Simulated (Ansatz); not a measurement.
**Energy, volume and coordination in SiW₂**

These are results of Ansatz, DFT PBE, scalar-relativistic, plane waves, PAW, not measurements. All cells share a 420 eV cutoff and Γ-centred k meshes spaced at most about 0.3 Å⁻¹ (about 0.25 or finer for metals, 2π included). No spin polarisation.

Temperature and zero-point effects are left out. Rows are sorted by volume; energies count from the lowest form computed. Coordination counts Si atoms around W (those within 1.25 times the shortest such distance or 1.15 times the sum of covalent radii; a plus sign parts nearer from farther groups; a slash parts the counts of unlike sites). The table shows 7 of 9 forms computed.

| row | form | source | atoms | coordination | V (Å³/atom) | gap on mesh (eV) | ΔE (meV/atom) |
| --- | --- | --- | --- | --- | --- | --- | --- |
| 1 | MoSi2 (C11b) type, I4/mmm | invented | 3 | W 5 | 14.9 | 0 | 100 |
| 2 | Pmmn | invented | 6 | W 2+2/5 | 15.1 | 0 | 0 |
| 3 | Cu2Sb type, P4/nmm | invented | 6 | W 4/5 | 15.4 | 0 | ? |
| 4 | P2_1/m | invented | 6 | W 2+1/5 | 15.4 | 0 | 153 |
| 5 | P6/mmm | invented | 3 | W 6 | 15.8 | 0 | 817 |
| 6 | P4/mmm | invented | 3 | W 4 | 16.4 | 0 | 729 |
| 7 | cubic Laves (C15) type, Fd-3m | invented | 6 | W 6 | 16.9 | 0 | 840 |

The cell of row 3:

```
CELL_PARAMETERS angstrom
3.69142 0.00000 0.00000
0.00000 3.69142 0.00000
0.00000 0.00000 6.76054
ATOMIC_POSITIONS crystal
Si 0.00000 0.50000 0.71421
Si 0.50000 0.00000 0.28579
W 0.00000 0.00000 0.00000
W 0.50000 0.50000 0.00000
W 0.00000 0.50000 0.34123
W 0.50000 0.00000 0.65877
```

**Question.** Estimate the missing energy, and say where the row ranks.

**Answer.** 139 meV/atom, which puts it above row 1 and below row 4. Counting Si atoms around W, row 3 has W 4/5 and the lowest form (row 2) has W 2+2/5. Shaken at random and relaxed again, this cell falls into a cell with space group Pmmn (No. 59), 139 meV/atom lower and the lowest form computed, so it is a saddle point or a shallow minimum.

An observed structure of this formula, if there is one, may be missing.

For metals, differences of a few meV/atom aren't resolved. Spin–orbit coupling, which can matter for W, is left out. Cells without such a test can be saddle points. Some structure types and database cells were kept out of the candidates from the start, so a known form may be missing.
